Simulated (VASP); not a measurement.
**VASP 6.6.1 run: ZnS**

INCAR

```
LREAL = .FALSE.
ISIF = 2
IBRION = -1
PREC = Low
ISMEAR = -1
ENCUT = 520
NSW = 0
LCHARG = .FALSE.
GGA = PE
NBANDS = 16
NELM = 120
LWAVE = .FALSE.
LASPH = .TRUE.
SIGMA = 0.02
EDIFF = 0.0001
```

KPOINTS

```
KPOINTS created by Atomic Simulation Environment
0
Gamma
8 8 8
0 0 0
```

POSCAR

```
Zn S
 1.0000000000000000
     0.0000000000000000    2.6940858314999998    2.5863223983000001
     2.6940858314999998    0.0000000000000000    2.5863223983000001
     2.6940858314999998    2.6940858314999998    0.0000000000000000
 Zn  S
   1   1
Cartesian
  0.0000000000000000  0.0000000000000000  0.0000000000000000
  1.3470429157499997  1.3470429157499997  1.2931611991500001
```

The recommended PBE PAW datasets give the neutral cell 18 valence electrons.

Command

```
mpirun -np 1 vasp_std
```

OSZICAR

```
N       E                     dE             d eps       ncg     rms          rms(c)
DAV:   1     0.893914422391E+02    0.89391E+02   -0.89910E+03  1888   0.137E+03
DAV:   2    -0.143760533993E+01   -0.90829E+02   -0.85108E+02  2120   0.264E+02
DAV:   3    -0.717429065430E+01   -0.57367E+01   -0.57128E+01  2312   0.643E+01
DAV:   4    -0.723266755836E+01   -0.58377E-01   -0.58360E-01  2408   0.670E+00
DAV:   5    -0.723331495394E+01   -0.64740E-03   -0.64738E-03  2368   0.683E-01    0.755E+00
DAV:   6    -0.682563986776E+01    0.40768E+00   -0.74377E-01  2824   0.309E+01    0.585E+00
DAV:   7    -0.680312127420E+01    0.22519E-01   -0.26694E-01  2280   0.481E+00    0.291E+00
DAV:   8    -0.680234000089E+01    0.78127E-03   -0.57058E-03  2544   0.109E+00    0.770E-01
DAV:   9    -0.680249875818E+01   -0.15876E-03   -0.14061E-03  2288   0.293E-01    0.914E-02
DAV:  10    -0.680263795023E+01   -0.13919E-03   -0.17882E-04  2296   0.984E-02    0.355E-02
DAV:  11    -0.680264870597E+01   -0.10756E-04   -0.32600E-05  1576   0.473E-02
   1 F= -.68026487E+01 E0= -.68026487E+01  d E =-.361051E-11
```

From OUTCAR

```
k-points           NKPTS =     59   k-points in BZ     NKDIM =     59   number of bands    NBANDS=     16

   NELECT =      18.0000    total number of electrons

   dimension x,y,z NGX =    24 NGY =   24 NGZ =   24
   dimension x,y,z NGXF=    24 NGYF=   24 NGZF=   24

  energy-cutoff  :      520.00
  volume of cell :       37.54
      direct lattice vectors                 reciprocal lattice vectors
     0.000000000  2.694085831  2.586322398    -0.185591711  0.185591711  0.193324699
     2.694085831  0.000000000  2.586322398     0.185591711 -0.185591711  0.193324699
     2.694085831  2.694085831  0.000000000     0.185591711  0.185591711 -0.193324699

 k-points in reciprocal lattice and weights: KPOINTS created by Atomic Simulation Env
   0.00000000  0.00000000  0.00000000       0.002
   0.12500000  0.00000000  0.00000000       0.016
   0.25000000  0.00000000  0.00000000       0.016
   0.37500000  0.00000000  0.00000000       0.016
   0.50000000  0.00000000  0.00000000       0.008
   0.12500000  0.12500000  0.00000000       0.004
   0.25000000  0.12500000  0.00000000       0.016
   0.37500000  0.12500000  0.00000000       0.016
   ...

 E-fermi :   3.0705

 k-point     1 :       0.0000    0.0000    0.0000
  band No.  band energies     occupation
      1     -10.9118      2.00000
      2      -3.9717      2.00000
      3      -3.9715      2.00000
      4      -3.9475      2.00000
      5      -3.4152      2.00000
      6      -3.3999      2.00000
      7       2.5361      2.00000
      8       2.5361      2.00000
      9       2.6718      2.00000
     10       4.9137      0.00000
     11       8.9501      0.00000
     12       8.9509      0.00000
     13       8.9614      0.00000
     14      14.0592      0.00000
     15      14.5875      0.00000
     16      14.8486      0.00000

 k-point     2 :       0.1250    0.0000    0.0000
  band No.  band energies     occupation
      1     -10.7845      2.00000
      2      -3.9705      2.00000
      3      -3.9496      2.00000
      4      -3.9279      2.00000
      5      -3.4156      2.00000
      6      -3.4032      2.00000
      7       1.4325      2.00000
      8       2.3638      2.00000
      9       2.4801      2.00000
     10       5.7255      0.00000
     11       8.8706      0.00000
     12       9.2043      0.00000
     13       9.2612      0.00000
     14      13.5277      0.00000
     15      13.9932      0.00000
     16      15.5301      0.00000

 k-point     3 :       0.2500    0.0000    0.0000
  band No.  band energies     occupation
      1     -10.4503      2.00000
      2      -3.9344      2.00000
      3      -3.9023      2.00000
      4      -3.8740      2.00000
      5      -3.4071      2.00000
      6      -3.4039      2.00000
      7      -0.3670      2.00000
      8       1.9913      2.00000
      9       2.1557      2.00000
     10       6.1995      0.00000
     11       9.5013      0.00000
     12       9.5080      0.00000
     13       9.8529      0.00000
     14      13.5064      0.00000
     15      13.6415      0.00000
     16      15.0157      0.00000

 ...

  Total        1.3539872      1.3539872      1.6844856      0.0000000      0.0000000     -0.0000000
  in kB       57.7816101     57.7816101     71.8856781      0.0000000      0.0000000     -0.0000000
  external PRESSURE =      62.4829661 kB  Pullay stress =       0.0000000 kB

 POSITION                                       TOTAL-FORCE (eV/Angst)
 -----------------------------------------------------------------------------------
      0.00000      0.00000      0.00000        -0.000000     -0.000000      0.000000
      1.34704      1.34704      1.29316         0.000000      0.000000     -0.000000
 -----------------------------------------------------------------------------------
    total drift:                               -0.000235     -0.000235     -0.000044

  FREE ENERGIE OF THE ION-ELECTRON SYSTEM (eV)
  ---------------------------------------------------
  free  energy   TOTEN  =        -6.8026487060 eV

  energy  without entropy=       -6.8026487060  energy(sigma->0) =       -6.80264871
```

It converged. Results: gap between bands v and c on the k mesh 2.24 eV; least direct gap on the k mesh 2.24 eV; pressure 6.2 GPa. Band v is the last that the valence electrons fill when counted band by band, and c is the next.

For comparison, a separate PBE run of the intended cell, on usual settings and not on those above, gives a gap of 2.24 eV on its mesh and a pressure of 6.0 GPa.

The run above took about 11 s on one core of a shared host (Intel Xeon Platinum 8488C) and held 0.14 GiB at most.
